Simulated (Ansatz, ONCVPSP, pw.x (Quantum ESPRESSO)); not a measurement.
## What a changed setting does to a pw.x run (diamond P)

Potential: optimised norm-conserving Vanderbilt (ONCV), ONCVPSP 4.0.1.1 (patched build), PBE; core [Ne], reference 3s2 3p3; waves: 3s: rc 1.60 bohr, ncon 4, nbas 8, qcut 3.2 1/bohr, 2 projectors, debl 1.5 Ha; 3p: rc 1.90 bohr, ncon 3, nbas 7, qcut 3.5 1/bohr, 2 projectors, debl 1.4 Ha; d scattering state at 0.15 Ha: rc 1.60 bohr, ncon 4, nbas 7, qcut 6.8 1/bohr, local; local part: the d channel; core correction: polynomial model core, fcfact 0.45.

The reference run (k-mesh 8³, cutoffs 155/620 Ry, Fermi–Dirac 0.01 Ry, mixing_beta 0.4, conv_thr 1e-9, no spin) gives -0.15 GPa at 20.949 Å³/atom, where all-electron LAPW gives -0.21 GPa. This run, with its own iteration cap, changes nspin = 2 with starting_magnetization to 0.5.

```
&control
  calculation='scf', prefix='x', pseudo_dir='./', outdir='./tmp', tstress=.true., disk_io='none'
/
&system
  ibrav=0, nat=2, ntyp=1, ecutwfc=155, ecutrho=620, nbnd=12,
  occupations='smearing', smearing='fd', degauss=0.01, nspin=2, starting_magnetization(1)=0.5
/
&electrons
  conv_thr=1e-09, mixing_beta=0.4, electron_maxstep=50
/
ATOMIC_SPECIES
P 1.0 P.UPF
CELL_PARAMETERS angstrom
  0.00000000 2.75668895 2.75668895
  2.75668895 0.00000000 2.75668895
  2.75668895 2.75668895 0.00000000
ATOMIC_POSITIONS crystal
P 0.0000 0.0000 0.0000
P 0.2500 0.2500 0.2500
K_POINTS automatic
8 8 8 0 0 0
```

```bash
pw.x < P.scf.in > P.scf.out
```

Q: How does the run end?

A: It converges in 10 iterations; the free energy moves by +0.0 meV/atom and the pressure by +0.00 GPa. The result is that of the reference run.

```
Message from routine setup:
     using ibrav=0 with symmetry is DISCOURAGED, use correct ibrav instead
     lattice parameter (alat)  =       7.3672  a.u.
     unit-cell volume          =     282.7417 (a.u.)^3
     number of electrons       =        10.00
     number of Kohn-Sham states=           12
     kinetic-energy cutoff     =     155.0000  Ry
     charge density cutoff     =     620.0000  Ry
     scf convergence threshold =      1.0E-09
     Exchange-correlation= PBE
     atomic species   magnetization
     number of k points=    29  Fermi-Dirac smearing, width (Ry)=  0.0100
     iteration #  1     ecut=   155.00 Ry     beta= 0.40
     total energy              =     -33.45141647 Ry
     estimated scf accuracy    <       0.04059884 Ry
     total magnetization       =     1.47 Bohr mag/cell
     absolute magnetization    =     1.47 Bohr mag/cell
     iteration #  2     ecut=   155.00 Ry     beta= 0.40
     total energy              =     -33.51497527 Ry
     estimated scf accuracy    <       0.01735987 Ry
     total magnetization       =     1.05 Bohr mag/cell
     absolute magnetization    =     1.05 Bohr mag/cell
     iteration #  3     ecut=   155.00 Ry     beta= 0.40
     total energy              =     -33.53231530 Ry
     estimated scf accuracy    <       0.00096315 Ry
     total magnetization       =     0.43 Bohr mag/cell
     absolute magnetization    =     0.43 Bohr mag/cell
     [... 4 iterations left out ...]
     iteration #  8     ecut=   155.00 Ry     beta= 0.40
     total energy              =     -33.53486923 Ry
     estimated scf accuracy    <       0.00000029 Ry
     total magnetization       =     0.01 Bohr mag/cell
     absolute magnetization    =     0.01 Bohr mag/cell
     iteration #  9     ecut=   155.00 Ry     beta= 0.40
     total energy              =     -33.53486946 Ry
     estimated scf accuracy    <       0.00000002 Ry
     total magnetization       =     0.00 Bohr mag/cell
     absolute magnetization    =     0.00 Bohr mag/cell
     iteration # 10     ecut=   155.00 Ry     beta= 0.40
     the Fermi energy is     6.6613 ev
!    total energy              =     -33.53486968 Ry
     estimated scf accuracy    <          5.5E-10 Ry
     smearing contrib. (-TS)   =      -0.00745081 Ry
     The total energy is F=E-TS. E is the sum of the following terms:
     one-electron contribution =       4.02242013 Ry
     hartree contribution      =       2.54938097 Ry
     xc contribution           =     -14.24781983 Ry
     ewald contribution        =     -25.85140014 Ry
     total magnetization       =     0.00 Bohr mag/cell
     absolute magnetization    =     0.00 Bohr mag/cell
     convergence has been achieved in  10 iterations
          total   stress  (Ry/bohr**3)                   (kbar)     P=       -1.52
     Message from routine punch:
     Nothing written, as per user request (disk_io='none')
```

The run took about 2.5 min on one core of a shared host (Intel(R) Xeon(R) Platinum 8259CL CPU @ 2.50GHz, 96 threads, 755 GiB, load 58).
